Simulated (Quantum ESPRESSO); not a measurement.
PbSe (Clausthalite):

```
CELL_PARAMETERS angstrom
0.00000 3.06065 3.06065
3.06065 0.00000 3.06065
3.06065 3.06065 0.00000
ATOMIC_POSITIONS crystal
Pb 0.00000 0.00000 0.00000
Se 0.50000 0.50000 0.50000
```

Program: Quantum ESPRESSO 7.5. Alike in all runs: task band structure; potentials or basis SG15 PBE 1.2; no spin polarisation; cell as given; cutoff (eV) 952; smearing fermi-dirac 0.05 eV.

Question: Order these runs on this cell by their band gap on the k mesh, lowest first.
A. level HLE16; k mesh 8 × 8 × 8; SCF threshold 4e-10 Ry
B. level RPBE; k mesh 8 × 8 × 8; SCF threshold 4e-10 Ry
C. level AM05; k mesh 8 × 8 × 8; SCF threshold 4e-10 Ry
D. level r2SCAN; k mesh 6 × 6 × 6; symmetry off; SCF threshold 1e-08 Ry

Answer: C (0.19 eV), B (0.40 eV), D (0.67 eV), A (1.28 eV).

Caveats: spin-orbit coupling is left out, which as a rule narrows the gap of such compounds by several tenths of an eV; the potentials were made for a functional far from this one (some runs).

Runs at the PBE level aren't shown here.
